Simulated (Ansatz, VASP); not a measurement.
## Two plane-wave programs on Cs

```xyz
1
Lattice="-3.1696 3.1696 3.1696 3.1696 -3.1696 3.1696 3.1696 3.1696 -3.1696" Properties=species:S:1:pos:R:3 pbc="T T T"
Cs    0.0000    0.0000    0.0000
```

Change from the starting cell: volume scaled by 1.04.

Alike in both runs: task single point; functional PBE; k mesh 6 × 6 × 6; occupations fermi-dirac, width 0.05 eV; no spin polarisation.

|  | VASP | Ansatz |
| --- | --- | --- |
| version | VASP 6.6.1 | Ansatz 0.2.0 |
| potentials or method | VASP PAW PBE potentials, release 64 (Cs_sv) | Ansatz PAW |
| plane-wave cutoff (eV) | 520 | 420 |
| valence electrons in the cell | 9 | 9 |

```csv
,VASP,Ansatz,Ansatz less VASP
gap on the k mesh at the Fermi level (eV),none,none,-
pressure (GPa),-0.1,-0.1,+0.01
```

A gap of «none» marks a metal or a gap that the smearing closes.

Spin-orbit coupling is left out, which matters for the levels of Cs.
